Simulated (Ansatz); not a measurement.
# BaTiO3 (P4mm) in Ansatz: reference runs

Reference runs on BaTiO3: the cell as given and a disturbed copy.

All numbers are computed with Ansatz 0.2.0; they aren't measurements. Logs are shortened: lines on timing, memory, paths and dates and some standing lists are left out, and cuts for length are marked.

**1. The crystal as given**

The structure is tetragonal, space group P4mm (No. 99). The conventional cell has a = 4.000 Å, b = 4.000 Å, c = 4.018 Å, α = 90.00°, β = 90.00°, γ = 90.00°. Ba (site symmetry 4mm) has 12 O at 2.79 to 2.88 Å as nearest neighbours. Ti (site symmetry 4mm) has 6 O at 1.89 to 2.13 Å as nearest neighbours. O (site symmetry 2mm) is surrounded by 2 Ti at 2.00 Å. O (site symmetry 4mm) has 2 Ti at 1.89 to 2.13 Å as nearest neighbours.

**2. Single point, PBEsol**

Contents of input.yaml:

```yaml
crystal:
  lattice:
    - [3.9998, 0.0, 0.0]
    - [0.0, 3.9998, 0.0]
    - [0.0, 0.0, 4.018]
  atoms:
    - { symbol: Ba, position: [0.0, 0.0, 0.0] }
    - { symbol: Ti, position: [0.5, 0.5, 0.49] }
    - { symbol: O, position: [0.0, 0.5, 0.517] }
    - { symbol: O, position: [0.5, 0.0, 0.517] }
    - { symbol: O, position: [0.5, 0.5, 0.019] }
kpoints:
  mp_grid: { grid: [7, 7, 7] }
scf:
  occupations: { method: fermi_dirac, width: 0.05 }
hamiltonian:
  xc: pbesol
  pseudopotentials: { kind: all_electron, lapw: { basis_error: 0.001 } }
output:
  forces: true
  stress: true
  eigenvalues: true
  populations: true
```

Potentials or basis: all-electron LAPW, scalar-relativistic.

Command:

```sh
$ ansatz run input.yaml --threads 4 --pin off --max-ram 12288MiB --backend cpu --events-out ev --progress --plain --runs-dir out
```

The log of the run:

```text
Warning: RAYON_NUM_THREADS=4 ignored (pool sized by the plan → 4); use --threads N
Ba: projections on atomic orbitals take those of the free atom 1s2 2s2 2p6 3s2 3p6 3d10 4s2 4p6 4d10 5s2 5p6 6s2, of charge +0.00 (hamiltonian.pseudopotentials.projection_atoms)
Ti: projections on atomic orbitals take those of the free atom 1s2 2s2 2p6 3s2 3p6 3d2 4s2, of charge +0.00 (hamiltonian.pseudopotentials.projection_atoms)
O: projections on atomic orbitals take those of the free atom 1s2 2s2 2p4, of charge +0.00 (hamiltonian.pseudopotentials.projection_atoms)
LAPW: plane waves up to 10.654 Å⁻¹, error target 1.0e-3 eV per atom; small_component_spin mean_spin; O in spheres of 0.882 Å, 8 of its electrons in bands, Dirac shells []; Ti in spheres of 1.010 Å, 20 of its electrons in bands, Dirac shells []; Ba in spheres of 1.107 Å, 28 of its electrons in bands, Dirac shells [] (how accurate: hamiltonian.pseudopotentials.lapw.basis_error, Limitations)
Engine: ansatz 0.2.0, x86_64-unknown-linux-gnu
Pseudopotentials: kind: all_electron
Pseudopotential: Ba, LAPW, valence charge 28, lapw/all_electron/scalar/gaussian/Ba, Koelling and Harmon's equation, gaussian nucleus
Pseudopotential: Ti, LAPW, valence charge 20, lapw/all_electron/scalar/gaussian/Ti, Koelling and Harmon's equation, gaussian nucleus
Pseudopotential: O, LAPW, valence charge 8, lapw/all_electron/scalar/gaussian/O, Koelling and Harmon's equation, gaussian nucleus
Functional definition: PBEsol
  exchange = pbesol_x
  correlation = pbesol_c
Crystal: 5 atoms, lattice volume = 64.282 Å³
Basis set: ecut = 432.4464016044377 eV, 1357 PW (Γ), exchange–correlation at level 2
Bands: 44, of which v1, the nominal top of the filled ones, is band 36 counted from 1 (35 counted from 0)
Symmetry: 8 space group operations
Space group: P4mm (ITA 99), of the structure as read, at distance tolerance 4.0e-5 Å
k-points: 40 of 343 (time reversal used)
Non-local potential: Ba, projectors of the file, none
Non-local potential: Ti, projectors of the file, none
Non-local potential: O, projectors of the file, none
Initial density: superposition of atomic densities (chi_scale 0.1, normalization cell, long waves kept (reshape's long-wave potential 0.00 eV rms))
Initial wavefunctions: plane waves of lowest kinetic energy (no species holds an atomic orbital)
Functional: x = pbesol(κ = 0.804, μ = 0.12345679012345678), c = pbesol(β = 0.046)
iter 1 solved again at ethr=1.95e-2 eV; its pass at ethr=1.00e-1 eV (dr2=1.41e1 eV) is discarded
SCF iter   1: F=—  HF=-250632.702252 eV  |F-HF|=—  |Δ(HF+E_count)|=         —  Δρ=1.35e-1  dr2=1.41e1  ethr=1.95e-2  ⟨swp⟩=2.0  Hψ=11369  notcnv=0
preconditioner: auto → Resta (q_TF=auto, 2.780 Å⁻¹)  ε∞=3.3  [insulator: Δε(μ)=5.972 eV  Ē_g=18.727 eV  σ=0.050 eV  W_gap=1.00  n_scr=26 (ndim 8)  ℏωp=28.5 eV  f_vac=0.000  D(μ)=0.00/eV (n_scr^D=0)  ε∞_Penn≈3.3]
SCF iter   2: F=—  HF=-250628.930594 eV  |F-HF|=—  |Δ(HF+E_count)|=    3.77e0  Δρ=8.82e-2  dr2=6.82e0  ethr=1.95e-2  ⟨swp⟩=3.1  Hψ=5981  notcnv=0
SCF iter   3: F=—  HF=-250627.187090 eV  |F-HF|=—  |Δ(HF+E_count)|=    1.74e0  Δρ=4.63e-2  dr2=1.77e0  ethr=9.48e-3  ⟨swp⟩=3.0  Hψ=5449  notcnv=0
SCF iter   4: F=—  HF=-250626.784384 eV  |F-HF|=—  |Δ(HF+E_count)|=   4.03e-1  Δρ=1.80e-2  dr2=2.53e-1  ethr=2.46e-3  ⟨swp⟩=3.0  Hψ=5745  notcnv=0
SCF iter   5: F=—  HF=-250626.818163 eV  |F-HF|=—  |Δ(HF+E_count)|=         —  Δρ=1.47e-2  dr2=2.07e-1  ethr=3.52e-4  ⟨swp⟩=3.0  Hψ=5871  notcnv=0
the basis was enlarged: its passes take 594.9 KiB over the memory plan, 4 of 4 planned eigensolver slots
iter 6 solved again at ethr=2.25e-5 eV; its pass at ethr=2.87e-4 eV (dr2=1.62e-2 eV) is discarded
SCF iter   6: F=—  HF=-250626.759834 eV  |F-HF|=—  |Δ(HF+E_count)|=   5.83e-2  Δρ=4.13e-3  dr2=1.62e-2  ethr=2.25e-5  ⟨swp⟩=2.0  Hψ=8917  notcnv=0
SCF iter   7: F=—  HF=-250626.755434 eV  |F-HF|=—  |Δ(HF+E_count)|=   4.40e-3  Δρ=1.17e-3  dr2=1.31e-3  ethr=2.24e-5  ⟨swp⟩=2.0  Hψ=5385  notcnv=0
SCF iter   8: F=—  HF=-250626.755187 eV  |F-HF|=—  |Δ(HF+E_count)|=   2.46e-4  Δρ=2.50e-4  dr2=5.85e-5  ethr=1.81e-6  ⟨swp⟩=2.0  Hψ=5368  notcnv=0
SCF iter   9: F=—  HF=-250626.755205 eV  |F-HF|=—  |Δ(HF+E_count)|=   1.72e-5  Δρ=7.09e-5  dr2=4.65e-6  ethr=8.12e-8  ⟨swp⟩=2.9  Hψ=5471  notcnv=0
SCF iter  10: F=—  HF=-250626.755206 eV  |F-HF|=—  |Δ(HF+E_count)|=   1.20e-6  Δρ=1.25e-5  dr2=1.57e-7  ethr=6.46e-9  ⟨swp⟩=2.9  Hψ=5462  notcnv=0
SCF iter  11: F=-250626.755206 eV  HF=-250626.755206 eV  |F-HF|=9.05e-8  |Δ(HF+E_count)|=   1.90e-8  Δρ=7.44e-6  dr2=4.75e-8  ethr=2.17e-10  ⟨swp⟩=3.0  Hψ=5546  notcnv=0
SCF 1 converged in 11 iterations: F = -250626.755206 eV  dr2 = 4.75e-8
SCF converged after 11 iterations
Free energy (F): -250626.755206 eV
Harris-Foulkes:  -250626.755206 eV  (|F-HF|=9.05e-8)
Internal energy: -250626.755206 eV  (E = F + TS)
E sigma→0 (E₀):  -250626.755206 eV
Fermi energy:    13.012470 eV
--- Per-component energies (eV) ---
  E_band       = -8677.760770
  E_kinetic    = 265310.229232
  E_xc         = -7107.189577
  E_electrostatic = -508829.794861  (all electrons and nuclei)
  E_smearing   = -0.000000  (= −TS)
  E_closure    = 0.000000  (closes the sum)
  E_atoms      = -250585.672184  (free atoms, spherical and without spin; not in F)
  Σ components = -250626.755206   (vs F -250626.755206, Δ=0.00e0)
  Basis errors (estimates in eV, not in F): energy 5.5e-4 per atom: plane waves 5.0e-4 (2.9e-4 summed), levels above the bands 1.4e-67, relativity 6.4e-8, radial functions 4.7e-5, core shells 1.5e-7; eigenvalues (radial functions only) 4.6e-6; not estimated: angular momenta, meshes, grids; target (lapw.basis_error) 1.0e-3; muffin-tin radii O 0.882 Å, Ti 1.010 Å, Ba 1.107 Å
--- Forces (eV/Å), atoms counted from 1 ---
  atom   1  Ba     0.00000000     0.00000000     0.02264765
  atom   2  Ti    -0.00000000     0.00000000    -0.17646229
  atom   3  O     -0.00000000    -0.00000000    -0.10270621
  atom   4  O     -0.00000000    -0.00000000    -0.10270621
  atom   5  O      0.00000000    -0.00000000     0.35921426
  max |Σ_I F_I| component: 1.28e-5 eV/Å
--- Stress (GPa, compression-positive) ---
       -4.123650       0.000000       0.000000
        0.000000      -4.123650       0.000000
        0.000000       0.000000      -3.245943
  P = ⅓ Tr σ = -3.8311 GPa (-38.311 kbar)
--- Band table (eV; the first three rows and the last of 40) ---
  k-point 0: bands = ["-518.4312", "-490.1538", "-490.0641", "-490.0641", "-426.0339", "-426.0339", "-426.0296", "-221.7745", "-158.9927", "-158.9927", "-158.9919", "-67.9276", "-67.9268", "-67.9258", "-67.9249", "-67.9249", "-44.1421", "-20.5096", "-20.4788", "-20.4788", "-12.5285", "-4.6896", "-4.0320", "-3.9758", "2.2774", "2.2774", "2.2789", "9.7817", "9.7924", "9.7924", "10.8436", "10.8436", "10.9325", "11.8408", "11.8512", "11.8512", "13.8917", "14.1075", "14.1075", "16.1639", "16.2569", "17.0736", "17.1402", "19.2976"]
  k-point 1: bands = ["-518.4312", "-490.1538", "-490.0641", "-490.0641", "-426.0339", "-426.0339", "-426.0296", "-221.7745", "-158.9927", "-158.9927", "-158.9919", "-67.9276", "-67.9268", "-67.9258", "-67.9248", "-67.9248", "-44.1419", "-20.5195", "-20.4784", "-20.4784", "-12.5064", "-4.6950", "-4.0240", "-3.9696", "2.3080", "2.3080", "2.3631", "9.4407", "9.7325", "9.7325", "10.6367", "10.6367", "10.7658", "11.4004", "11.7607", "11.7607", "13.9160", "14.4517", "14.4517", "16.1629", "16.7532", "17.4394", "17.5128", "19.7910"]
  k-point 2: bands = ["-518.4312", "-490.1538", "-490.0641", "-490.0641", "-426.0339", "-426.0339", "-426.0296", "-221.7745", "-158.9927", "-158.9927", "-158.9919", "-67.9276", "-67.9267", "-67.9258", "-67.9248", "-67.9248", "-44.1415", "-20.5415", "-20.4776", "-20.4776", "-12.4557", "-4.7773", "-3.9556", "-3.9222", "2.3789", "2.3789", "2.5498", "8.7027", "9.5442", "9.5442", "10.3239", "10.3239", "10.4334", "10.6760", "11.5784", "11.5784", "13.9721", "15.1309", "15.1309", "16.1630", "17.5850", "18.2775", "18.4617", "20.4707"]
  k-point 39: bands = ["-518.4312", "-490.1538", "-490.0641", "-490.0641", "-426.0339", "-426.0339", "-426.0296", "-221.7745", "-158.9927", "-158.9927", "-158.9919", "-67.9275", "-67.9267", "-67.9259", "-67.9249", "-67.9249", "-44.1392", "-20.5532", "-20.5247", "-20.5246", "-12.2685", "-3.8960", "-3.7983", "-3.7645", "1.6034", "1.6132", "1.7276", "7.7061", "8.3632", "8.3869", "9.5163", "9.6966", "9.7143", "11.8873", "11.9161", "12.0092", "16.2228", "16.2315", "16.2411", "18.8090", "19.0238", "19.1494", "19.7222", "19.9123"]
--- Löwdin populations: 5 sites ---
  site symbol       q [e]
     0     Ba     54.2149
     1     Ti     20.7973
     2      O      8.8794
     3      O      8.8794
     4      O      8.8587
  spilling = 0.003631 (of n_electrons = 102.000000)
```

populations.tsv:

```text
# site	symbol	l	j	q
# orbitals = lowdin
# n_electrons = 102.000000
# spilling = 0.003631
# projection_atom_Ba: 1s2 2s2 2p6 3s2 3p6 3d10 4s2 4p6 4d10 5s2 5p6 6s2
# projection_atom_Ti: 1s2 2s2 2p6 3s2 3p6 3d2 4s2
# projection_atom_O: 1s2 2s2 2p4
0	Ba	0_1S	-	1.999999
0	Ba	0_2S	-	1.999979
0	Ba	0_3S	-	1.999705
0	Ba	0_4S	-	1.996591
0	Ba	0_5S	-	1.942035
0	Ba	0_6S	-	0.327562
0	Ba	1_2P	-	6.000000
0	Ba	1_3P	-	5.999992
0	Ba	1_4P	-	5.999587
0	Ba	1_5P	-	5.949550
0	Ba	2_3D	-	9.999999
0	Ba	2_4D	-	9.999887
1	Ti	0_1S	-	1.999975
1	Ti	0_2S	-	1.998561
1	Ti	0_3S	-	1.959174
1	Ti	0_4S	-	0.466264
1	Ti	1_2P	-	5.999972
1	Ti	1_3P	-	5.989386
1	Ti	2_3D	-	2.383973
2	O	0_1S	-	1.998570
2	O	0_2S	-	1.799691
2	O	1_2P	-	5.081115
3	O	0_1S	-	1.998570
3	O	0_2S	-	1.799691
3	O	1_2P	-	5.081115
4	O	0_1S	-	1.998536
4	O	0_2S	-	1.800128
4	O	1_2P	-	5.060063
```

Wall time 18 s (4 threads of Intel Xeon 6975P-C (Granite Rapids), shared host); peak memory 0.67 GiB.

Results:

```yaml
Free_energy: -250626.7552 eV
Pressure: -3.8 GPa
Largest_force: 0.359 eV/Å
Band_gap_on_the_k_mesh: 1.88 eV, indirect (least direct gap 2.04 eV)
Loewdin_charges: Ba +1.79; Ti +1.20; O -0.88, -0.86 e
```

Forces on the atoms (eV/Å):
```
Ba   0.000  0.000  0.023
Ti   0.000  0.000 -0.176
O    0.000  0.000 -0.103
O    0.000  0.000 -0.103
O    0.000  0.000  0.359
```

Caveat: the atomic charges don't sum to the cell's charge; spin-orbit coupling is left out, which moves the levels of the heavy elements; an odd mesh through Γ misses points on the zone boundary, where band edges often lie.

**3. Single point, PBEsol (atoms moved at random, drawn with an rms of 0.05 Å)**

Contents of input.yaml:

```yaml
crystal:
  lattice:
    - [3.9998, 0.0, 0.0]
    - [0.0, 3.9998, 0.0]
    - [0.0, 0.0, 4.018]
  atoms:
    - { symbol: Ba, position: [-0.009911, 0.015384, -0.003875] }
    - { symbol: Ti, position: [0.496885, 0.500345, 0.493381] }
    - { symbol: O, position: [-0.003691, 0.500451, 0.512552] }
    - { symbol: O, position: [0.51343, 0.000461, 0.52163] }
    - { symbol: O, position: [0.506482, 0.493038, 0.024633] }
kpoints:
  mp_grid: { grid: [7, 7, 7] }
scf:
  occupations: { method: fermi_dirac, width: 0.05 }
hamiltonian:
  xc: pbesol
  pseudopotentials: { kind: all_electron, lapw: { basis_error: 0.001 } }
output:
  forces: true
  stress: true
  eigenvalues: true
  populations: true
```

Potentials or basis: all-electron LAPW, scalar-relativistic.

Command:

```sh
$ ansatz run input.yaml --threads 4 --pin off --max-ram 12288MiB --backend cpu --events-out ev --progress --plain --runs-dir out
```

The log of the run:

```text
Warning: RAYON_NUM_THREADS=4 ignored (pool sized by the plan → 4); use --threads N
Ba: projections on atomic orbitals take those of the free atom 1s2 2s2 2p6 3s2 3p6 3d10 4s2 4p6 4d10 5s2 5p6 6s2, of charge +0.00 (hamiltonian.pseudopotentials.projection_atoms)
Ti: projections on atomic orbitals take those of the free atom 1s2 2s2 2p6 3s2 3p6 3d2 4s2, of charge +0.00 (hamiltonian.pseudopotentials.projection_atoms)
O: projections on atomic orbitals take those of the free atom 1s2 2s2 2p4, of charge +0.00 (hamiltonian.pseudopotentials.projection_atoms)
LAPW: plane waves up to 10.701 Å⁻¹, error target 1.0e-3 eV per atom; small_component_spin mean_spin; O in spheres of 0.878 Å, 8 of its electrons in bands, Dirac shells []; Ti in spheres of 1.006 Å, 20 of its electrons in bands, Dirac shells []; Ba in spheres of 1.103 Å, 28 of its electrons in bands, Dirac shells [] (how accurate: hamiltonian.pseudopotentials.lapw.basis_error, Limitations)
Engine: ansatz 0.2.0, x86_64-unknown-linux-gnu
Pseudopotentials: kind: all_electron
Pseudopotential: Ba, LAPW, valence charge 28, lapw/all_electron/scalar/gaussian/Ba, Koelling and Harmon's equation, gaussian nucleus
Pseudopotential: Ti, LAPW, valence charge 20, lapw/all_electron/scalar/gaussian/Ti, Koelling and Harmon's equation, gaussian nucleus
[... 62 lines left out ...]
  k-point 1: bands = ["-518.4252", "-490.1621", "-490.0637", "-490.0623", "-426.0280", "-426.0278", "-426.0235", "-221.7509", "-158.9697", "-158.9693", "-158.9681", "-67.9048", "-67.9034", "-67.9031", "-67.9018", "-67.9014", "-44.1404", "-20.5247", "-20.4775", "-20.4755", "-12.4942", "-4.7028", "-4.0438", "-3.9755", "2.3130", "2.3271", "2.3817", "9.4216", "9.7072", "9.7381", "10.5945", "10.6015", "10.7777", "11.3943", "11.7294", "11.7679", "13.9446", "14.4248", "14.4822", "16.1680", "16.7656", "17.4745", "17.5517", "19.7602"]
  k-point 2: bands = ["-518.4252", "-490.1621", "-490.0637", "-490.0623", "-426.0280", "-426.0278", "-426.0235", "-221.7509", "-158.9697", "-158.9693", "-158.9681", "-67.9048", "-67.9034", "-67.9031", "-67.9018", "-67.9014", "-44.1400", "-20.5468", "-20.4766", "-20.4746", "-12.4429", "-4.7873", "-3.9660", "-3.9376", "2.3839", "2.3957", "2.5689", "8.6886", "9.5248", "9.5528", "10.2190", "10.3017", "10.5132", "10.6785", "11.5627", "11.5768", "14.0033", "15.1028", "15.1423", "16.1683", "17.5930", "18.2997", "18.4717", "20.5013"]
  k-point 171: bands = ["-518.4252", "-490.1621", "-490.0637", "-490.0623", "-426.0280", "-426.0278", "-426.0235", "-221.7509", "-158.9697", "-158.9693", "-158.9681", "-67.9048", "-67.9034", "-67.9031", "-67.9018", "-67.9014", "-44.1392", "-20.5287", "-20.5217", "-20.4834", "-12.3671", "-4.7496", "-3.9651", "-3.7760", "2.2655", "2.4429", "2.6332", "8.1080", "8.9626", "9.3031", "9.3451", "9.7519", "10.4592", "10.9724", "11.1498", "11.1995", "14.7104", "15.6249", "15.6616", "17.0163", "18.4389", "19.4041", "19.8916", "20.8507"]
--- Löwdin populations: 5 sites ---
  site symbol       q [e]
     0     Ba     54.2140
     1     Ti     20.7975
     2      O      8.8790
     3      O      8.8812
     4      O      8.8568
  spilling = 0.003643 (of n_electrons = 102.000000)
```

populations.tsv:

```text
# site	symbol	l	j	q
# orbitals = lowdin
# n_electrons = 102.000000
# spilling = 0.003643
# projection_atom_Ba: 1s2 2s2 2p6 3s2 3p6 3d10 4s2 4p6 4d10 5s2 5p6 6s2
# projection_atom_Ti: 1s2 2s2 2p6 3s2 3p6 3d2 4s2
# projection_atom_O: 1s2 2s2 2p4
0	Ba	0_1S	-	1.999999
0	Ba	0_2S	-	1.999979
0	Ba	0_3S	-	1.999705
0	Ba	0_4S	-	1.996585
0	Ba	0_5S	-	1.941931
0	Ba	0_6S	-	0.327468
0	Ba	1_2P	-	6.000000
0	Ba	1_3P	-	5.999992
0	Ba	1_4P	-	5.999586
0	Ba	1_5P	-	5.948823
0	Ba	2_3D	-	9.999999
0	Ba	2_4D	-	9.999887
1	Ti	0_1S	-	1.999975
1	Ti	0_2S	-	1.998559
1	Ti	0_3S	-	1.959139
1	Ti	0_4S	-	0.466055
1	Ti	1_2P	-	5.999972
1	Ti	1_3P	-	5.989226
1	Ti	2_3D	-	2.384548
2	O	0_1S	-	1.998566
2	O	0_2S	-	1.799431
2	O	1_2P	-	5.080979
3	O	0_1S	-	1.998572
3	O	0_2S	-	1.800117
3	O	1_2P	-	5.082542
4	O	0_1S	-	1.998528
4	O	0_2S	-	1.799886
4	O	1_2P	-	5.058414
```

Wall time 62 s (4 threads of Intel Xeon 6975P-C (Granite Rapids), shared host); peak memory 1.6 GiB.

Results:

* Free energy: -250626.7195 eV
* Pressure: -3.3 GPa
* Largest force: 0.461 eV/Å
* Band gap on the k mesh: 1.90 eV, indirect (least direct gap 2.05 eV)
* Loewdin charges: Ba +1.79; Ti +1.20; O -0.88, -0.86 e

Forces in eV/Å, atoms in the order of the input:
```
Ba   0.217 -0.357  0.195
Ti   0.008  0.165 -0.319
O    0.434  0.046  0.080
O   -0.396 -0.044 -0.101
O   -0.263  0.190  0.146
```

Levels at points of the mesh, in eV from the valence-band top:
| k point | band 32 | band 33 | band 34 | band 35 | band 36 | band 37 | band 38 | band 39 | band 40 | band 41 |
| --- | --- | --- | --- | --- | --- | --- | --- | --- | --- | --- |
| (0.00, 0.00, 0.00) | -1.19 | -1.09 | -0.22 | -0.18 | -0.15 | 1.90 | 2.07 | 2.15 | 4.15 | 4.26 |

Caveat: the atomic charges don't sum to the cell's charge; spin-orbit coupling is left out, which moves the levels of the heavy elements; an odd mesh through Γ misses points on the zone boundary, where band edges often lie.
